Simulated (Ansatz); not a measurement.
All numbers below come from DFT PBE, scalar-relativistic, plane waves, PAW in Ansatz. Settings: cutoff 420 eV, Γ-centred meshes spaced at most about 0.3 Å⁻¹, and about 0.25 Å⁻¹ or finer for metals (2π included), Gaussian smearing. No spin polarisation.

All energies are static (0 K, no zero-point motion).

Problem. Which of these relaxed structures of Al₇N is the lowest in energy?
A.

```cif
data_structure
_symmetry_space_group_name_H-M 'R3m:H'
_symmetry_Int_Tables_number 160
_cell_length_a 2.9756
_cell_length_b 2.9756
_cell_length_c 48.7259
_cell_angle_alpha 90.000
_cell_angle_beta 90.000
_cell_angle_gamma 120.000
_cell_volume 373.62
loop_
_atom_site_label
_atom_site_type_symbol
_atom_site_symmetry_multiplicity
_atom_site_Wyckoff_symbol
_atom_site_fract_x
_atom_site_fract_y
_atom_site_fract_z
_atom_site_occupancy
Al1 Al 3 a 0.66667 0.33333 0.11974 1
Al2 Al 3 a 0.00000 0.00000 0.07292 1
Al3 Al 3 a 0.33333 0.66667 0.02775 1
Al4 Al 3 a 0.33333 0.66667 0.30727 1
Al5 Al 3 a 0.66667 0.33333 0.25812 1
Al6 Al 3 a 0.00000 0.00000 0.21248 1
Al7 Al 3 a 0.33333 0.66667 0.16620 1
N1 N 3 a 0.00000 0.00000 0.32218 1
```

B.

```cif
data_structure
_symmetry_space_group_name_H-M 'R-3:H'
_symmetry_Int_Tables_number 148
_cell_length_a 7.5841
_cell_length_b 7.5841
_cell_length_c 7.1911
_cell_angle_alpha 90.000
_cell_angle_beta 90.000
_cell_angle_gamma 120.000
_cell_volume 358.21
loop_
_atom_site_label
_atom_site_type_symbol
_atom_site_symmetry_multiplicity
_atom_site_Wyckoff_symbol
_atom_site_fract_x
_atom_site_fract_y
_atom_site_fract_z
_atom_site_occupancy
Al1 Al 18 f 0.57278 0.71277 0.49510 1
Al2 Al 3 b 0.00000 0.00000 0.50000 1
N1 N 3 a 0.00000 0.00000 0.00000 1
```

Solution. A. The other, B, lies 178 meV/atom higher. Forms: A R3m; B R-3. Counting Al atoms around N (those within 1.25 times the shortest such distance or 1.15 times the sum of covalent radii): A has N 4; B has N 6. Both come from invented guesses.

Cells relaxed within their symmetry can be saddle points. Some types were kept out of the candidates beforehand, so the set may lack a known form.
